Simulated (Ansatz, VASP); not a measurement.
One calculation of CdSe, two programs

```xyz
2
Lattice="0.0000 3.0703 3.0703 3.0703 0.0000 3.0703 3.0703 3.0703 0.0000" Properties=species:S:1:pos:R:3 pbc="T T T"
Cd    0.0000    0.0000    0.0000
Se    1.5351    1.5351    1.5351
```

Measurements of this composition are mostly on another form, of space group No. 186.

Alike in both runs: functional BLYP; k mesh 8 × 8 × 8; occupations fermi-dirac, width 0.05 eV; no spin polarisation.

|  | VASP | Ansatz |
| --- | --- | --- |
| version | VASP 6.6.1 | Ansatz 0.2.0 |
| potentials or method | VASP PAW PBE potentials, release 64 (Cd, Se) | Ansatz PAW |
| plane-wave cutoff (eV) | 520 | 420 |
| valence electrons in the cell | 18 | 36 |
| task | single point | band structure |

|  | VASP | Ansatz | Ansatz less VASP |
| --- | --- | --- | --- |
| gap on the k mesh at the Fermi level (eV) | 0.50 | 0.47 | -0.029 |
| least direct gap on the mesh (eV) | 0.50 | 0.47 | -0.029 |
| pressure (GPa) | 4.4 | 4.0 | -0.40 |

The two sets of potentials don't hold the same shells in valence.

Caveats: the PAW data sets were made with another functional, which shifts forces and pressure a little (VASP); the PAW data sets come from PBE, with cores solved anew for the run's functional, which leaves a small shift of forces and pressure (Ansatz). Expect the measured gap to be larger: semilocal functionals such as BLYP lack the derivative discontinuity.
